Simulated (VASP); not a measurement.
Calculation: PBE GGA, VASP's PBE PAW potentials (set 64) (plane waves; VASP 6.6.1).

VASP ran on this input.

File POSCAR:
```
CsCl
1.0
  4.3352784026   0.0000000000   0.0000000000
  0.0000000000   4.3352784026   0.0000000000
  0.0000000000   0.0000000000   4.3352784026
Cs Cl
1 1
Cartesian
  0.0000000000   0.0000000000   0.0000000000
  2.1676392013   2.1676392013   2.1676392013
```

**INCAR**
```
ALGO  =  Normal
EDIFF  =  1E-7
ENCUT  =  480
GGA  =  PE
ISIF  =  2
ISMEAR  =  0
LASPH  =  .TRUE.
LCHARG  =  .FALSE.
LMAXMIX  =  4
LREAL  =  .FALSE.
LWAVE  =  .FALSE.
NELM  =  100
PREC  =  Accurate
SIGMA  =  0.05
SYSTEM  =  CsCl
```

### KPOINTS
```
Automatic mesh
0
Gamma
6 6 6
0 0 0
```

POTCAR, in this order: Cs_sv Cl (PBE.64 set). Program: vasp_std.

The resulting files:

File OUTCAR:
```
 ion  position               nearest neighbor table
   1  0.000  0.000  0.000-
   2  0.500  0.500  0.500-
  LATTYP: Found a simple cubic cell.
 ALAT       =     4.3352784026
 Subroutine PRICEL returns:
 Original cell was already a primitive cell.
 Subroutine GETGRP returns: Found 48 space group operations
The static configuration has the point symmetry O_h .
The dynamic configuration has the point symmetry O_h .
 Subroutine INISYM returns: Found 48 space group operations
 Subroutine IBZKPT returns following result:
 Found     20 irreducible k-points:

 Following reciprocal coordinates:
            Coordinates               Weight
  0.000000  0.000000  0.000000      1.000000
  0.166667  0.000000  0.000000      6.000000
  0.333333  0.000000  0.000000      6.000000
  0.500000  0.000000  0.000000      3.000000
  0.166667  0.166667  0.000000     12.000000
  0.333333  0.166667  0.000000     24.000000
  0.500000  0.166667  0.000000     12.000000
  0.333333  0.333333  0.000000     12.000000
  0.500000  0.333333  0.000000     12.000000
...
```

### OSZICAR
```
       N       E                     dE             d eps       ncg     rms          rms(c)
DAV:   1     0.956460032528E+02    0.95646E+02   -0.63425E+03   480   0.106E+03
DAV:   2     0.359920846898E+00   -0.95286E+02   -0.89282E+02   748   0.177E+02
DAV:   3    -0.691173094447E+01   -0.72717E+01   -0.72514E+01   600   0.577E+01
DAV:   4    -0.699408981532E+01   -0.82359E-01   -0.82314E-01   580   0.738E+00
DAV:   5    -0.699536226774E+01   -0.12725E-02   -0.12720E-02   608   0.908E-01    0.234E+00
DAV:   6    -0.657232275392E+01    0.42304E+00   -0.70981E-01   556   0.446E+00    0.178E+00
DAV:   7    -0.651756071729E+01    0.54762E-01   -0.19705E-01   608   0.238E+00    0.106E+00
DAV:   8    -0.651720842593E+01    0.35229E-03   -0.18929E-02   564   0.103E+00    0.163E-01
DAV:   9    -0.651797587644E+01   -0.76745E-03   -0.58007E-03   624   0.459E-01    0.134E-01
DAV:  10    -0.651799346913E+01   -0.17593E-04   -0.63771E-04   572   0.174E-01    0.137E-02
DAV:  11    -0.651800870014E+01   -0.15231E-04   -0.42415E-05   628   0.450E-02    0.679E-03
DAV:  12    -0.651800882071E+01   -0.12057E-06   -0.10085E-05   564   0.205E-02    0.279E-03
DAV:  13    -0.651800874565E+01    0.75068E-07   -0.24524E-07   580   0.395E-03
   1 F= -.65180087E+01 E0= -.65180087E+01  d E =-.629805E-18
```

**OUTCAR**
```
------------------------ aborting loop because EDIFF is reached ----------------------------------------
  FORCE on cell =-STRESS in cart. coord.  units (eV):
  Direction    XX          YY          ZZ          XY          YZ          ZX
  --------------------------------------------------------------------------------------
  Total       -0.5326499     -0.5326499     -0.5326499      0.0000000      0.0000000     -0.0000000
  in kB      -10.4737311    -10.4737311    -10.4737311      0.0000000      0.0000000     -0.0000000
  external PRESSURE =     -10.4737311 kB  Pullay stress =       0.0000000 kB
  volume of cell :       81.48
      direct lattice vectors                 reciprocal lattice vectors
     4.335278403  0.000000000  0.000000000     0.230665694  0.000000000  0.000000000
     0.000000000  4.335278403  0.000000000     0.000000000  0.230665694  0.000000000
     0.000000000  0.000000000  4.335278403     0.000000000  0.000000000  0.230665694
 POSITION                                       TOTAL-FORCE (eV/Angst)
 -----------------------------------------------------------------------------------
      0.00000      0.00000      0.00000         0.000000      0.000000      0.000000
      2.16764      2.16764      2.16764         0.000000      0.000000      0.000000
 -----------------------------------------------------------------------------------
    total drift:                                0.000000      0.000000     -0.000000
  FREE ENERGIE OF THE ION-ELECTRON SYSTEM (eV)
  ---------------------------------------------------
  free  energy   TOTEN  =        -6.5180087456 eV

  energy  without entropy=       -6.5180087456  energy(sigma->0) =       -6.51800875
```
(Selected blocks of OUTCAR.)

The compound is CsCl in the CsCl type structure. This cell was strained or had an atom moved on purpose.
